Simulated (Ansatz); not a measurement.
**What a change of settings does to a run on Tl**

The cell is a measured one (Crystallography Open Database entry 9008519); the temperature and pressure of the measurement aren't taken into account, and nothing was relaxed.

First run: DFT, PBEsol, all-electron LAPW, scalar-relativistic (Ansatz 0.2.0).

Command: `ansatz run input.yaml --threads 1 --pin off --max-ram 2048MiB --backend cpu --events-out ev --progress --plain --runs-dir out` The run took 32 s on 1 thread of Arm Neoverse V1 (shared host), peak memory 0.4 GiB.

```yaml
crystal:
  lattice:
    - [3.4559983565, 0.0, 0.0]
    - [-1.7279991783, 2.9929823722, 0.0]
    - [0.0, 0.0, 5.525]
  atoms:
    - { symbol: Tl, position: [0.3333333333, 0.6666666667, 0.25] }
    - { symbol: Tl, position: [0.6666666667, 0.3333333333, 0.75] }
kpoints:
  mp_grid: { grid: [11, 11, 6] }
  band_path:
    path:
      - [0.0, 0.0, 0.0]
      - [0.5, 0.0, 0.0]
      - [0.3333333333, 0.3333333333, 0.0]
      - [0.0, 0.0, 0.0]
      - [0.0, 0.0, 0.5]
      - [0.5, 0.0, 0.5]
      - [0.3333333333, 0.3333333333, 0.5]
      - [0.0, 0.0, 0.5]
      - [0.5, 0.0, 0.5]
    npoints: 5
scf:
  occupations: { method: fermi_dirac, width: 0.05 }
hamiltonian:
  xc: pbesol
  pseudopotentials: { kind: all_electron, lapw: { basis_error: 0.0005 } }
output:
  forces: true
  stress: true
  eigenvalues: true
```

Result: converged; pressure 0.00 GPa; no gap on the k mesh; 6 SCF iterations.

No spin–orbit coupling, which matters for the heavy atoms here.

A second input differs as follows:

```diff
@@ -23,7 +23,9 @@
 scf:
   occupations: { method: fermi_dirac, width: 0.05 }
+  max_iter: 60
 hamiltonian:
   xc: pbesol
   pseudopotentials: { kind: all_electron, lapw: { basis_error: 0.0005 } }
+  hubbard: { sites: [{ species: Tl, l: f, u_eff: 30.0 }] }
 output:
   forces: true
```

Task: Does the change harm the result?

Result: Not here: the run converged; energy at zero smearing +0.1 meV/atom from the first run; pressure 0.01 GPa; no gap on the k mesh; 6 SCF iterations, so the odd setting did no harm in this case.
